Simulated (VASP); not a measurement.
Te:

```
Te
1.0
     4.45400    0.00000    0.00000
    -2.22700    3.85728    0.00000
     0.00000    0.00000    5.92400
Te
3
Direct
  0.26900 0.00000 0.33333
  0.00000 0.26900 0.66667
  0.73100 0.73100 0.00000
```

```yaml
Program: VASP 6.6.1
Task: relaxation of cell and atoms
Functional: PBEsol
Potentials_or_basis: VASP PAW PBE potentials, release 64 (Te)
Cutoff: 600 eV
k_mesh: 9 × 9 × 5
Occupations: gaussian, width 0.03 eV
Spin: no spin polarisation
```

At the start: pressure -0.9 GPa; volume 33.93 Å³/atom.

**Question.** Where does the relaxation end?

**Answer.** Over 10 steps the energy falls by 11.3 meV/atom and the volume is 32.05 Å³/atom (-5.5 %); space group P3_121 (No. 152, to 0.05 Å).

The path:
```tsv
step	energy change (eV)	largest force (eV/Å)	pressure (GPa)	volume (Å³)
1	0.0000	0.1288	-0.87	101.78
2	-0.0094	0.2315	0.28	99.08
3	-0.0094	0.2365	0.34	98.95
4	-0.0185	0.1890	0.30	98.19
5	-0.0324	0.0691	0.36	95.91
6	-0.0328	0.0476	0.41	95.44
7	-0.0322	0.0222	-0.53	97.05
8	-0.0337	0.0166	-0.01	96.14
9	-0.0339	0.0131	-0.01	96.14
10	-0.0339	0.0096	0.00	96.15
```

Final structure:
```yaml
crystal:
  lattice:
    - [4.31411, 0.00000, 0.00000]
    - [-2.15706, 3.73613, 0.00000]
    - [0.00000, 0.00000, 5.96530]
  atoms:
    - { symbol: Te, position: [0.28438, 0.00000, 0.33333] }
    - { symbol: Te, position: [0.00000, 0.28438, 0.66667] }
    - { symbol: Te, position: [0.71562, 0.71562, 0.00000] }
```

Caveat: the PAW data sets were made with another functional, which shifts forces and pressure a little.
